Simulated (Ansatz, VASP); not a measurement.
Two plane-wave programs on Li16H (a cell with a defect)

```xyz
17
Lattice="6.9800 0.0000 0.0000 0.0000 6.9800 0.0000 0.0000 0.0000 6.9800" Properties=species:S:1:pos:R:3 pbc="T T T"
Li   -0.0584    0.0001    0.0706
Li    3.5486    0.0001    0.0718
Li    0.0414    3.4902   -0.0272
Li    0.0163    0.0000    3.5162
Li    1.7499    1.7846    1.7742
Li    3.4505    3.4902   -0.0277
Li    3.4667    0.0000    3.5262
Li    5.2364    1.6762    1.6691
Li   -0.0173    3.4900    3.4768
Li    1.7499    5.1955    1.7743
Li    1.7458    1.7289    5.2482
Li    3.5131    3.4900    3.4745
Li    5.2364    5.3038    1.6690
Li    5.2359    1.7589    5.2094
Li    1.7458    5.2513    5.2483
Li    5.2358    5.2208    5.2090
H     5.2587    0.0009    0.8409
```

Alike in both runs: functional LDA; k mesh 3 × 3 × 3; occupations fermi-dirac, width 0.15 eV; no spin polarisation.

Ansatz relaxed the structure, and its values are those at the end. VASP's run is a single point on that final structure, the one shown.

|  | VASP | Ansatz |
| --- | --- | --- |
| version | VASP 6.6.1 | Ansatz 0.2.0 |
| potentials or method | VASP PAW LDA potentials, release 64 (Li_sv, H) | scalar-relativistic, plane waves, PAW |
| plane-wave cutoff (eV) | 520 | 420 |
| valence electrons in the cell | 49 | 49 |

Ansatz gave:

| Property | Result |
| --- | --- |
| rms of the force components (eV/Å) | 0.020 |

Problem. What did VASP give for the same quantities?

Solution. rms of the force components (eV/Å): 0.019.
